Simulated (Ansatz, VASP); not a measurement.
One calculation of Al, two programs

The input INCAR:

```
PREC = Accurate
ENCUT = 520
EDIFF = 1E-6
ISMEAR = 0
SIGMA = 0.15
LREAL = False
LASPH = True
NELM = 100
ALGO = Fast
ISIF = 2
LWAVE = False
LCHARG = False
GGA = PE
IVDW = 12
NBANDS = 8
```

File KPOINTS:

```
regular mesh
0
Gamma
  26 26 26
```

The input POSCAR:

```
Al
1.0
    0.0000000000      1.9913628292      1.8917946877
    1.9913628292      0.0000000000      1.8917946877
    1.9913628292      1.9913628292      0.0000000000
Al
1
Direct
    0.0000000000      0.0000000000      0.0000000000
```

Input for Ansatz:

```yaml
crystal:
  lattice:
    - [0.0, 1.9913628292, 1.8917946877]
    - [1.9913628292, 0.0, 1.8917946877]
    - [1.9913628292, 1.9913628292, 0.0]
  atoms:
    - { symbol: Al, position: [0.0, 0.0, 0.0] }
basis:
  ecutwfc: 420
kpoints:
  mp_grid: { grid: [26, 26, 26] }
hamiltonian:
  xc: pbe
  dispersion: d3bj
scf:
  occupations: { method: gaussian, width: 0.15 }
output:
  forces: true
  stress: true
  eigenvalues: true
```

Change from the starting cell: strain -0.0500 x Voigt [0, 0, 1, 0, 0, 0], atoms carried along.

Alike in both runs: task single point; functional PBE; dispersion D3(BJ); k mesh 26 × 26 × 26; occupations gaussian, width 0.15 eV; no spin polarisation.

```csv
,VASP,Ansatz
version,VASP 6.6.1,Ansatz 0.2.0
potentials or method,"VASP PAW PBE potentials, release 64 (Al)","scalar-relativistic, plane waves, PAW"
plane-wave cutoff (eV),520,420
valence electrons in the cell,3,3
```

```csv
,VASP,Ansatz,Ansatz less VASP
gap on the k mesh at the Fermi level (eV),none,none,-
pressure (GPa),5.2,5.2,+0.03
largest component of the traceless stress (GPa),2.73,2.73,-0.004
```

A gap of «none» marks a metal or a gap that the smearing closes.

Caveats: pairwise dispersion overbinds metals, which lowers pressure and volume.
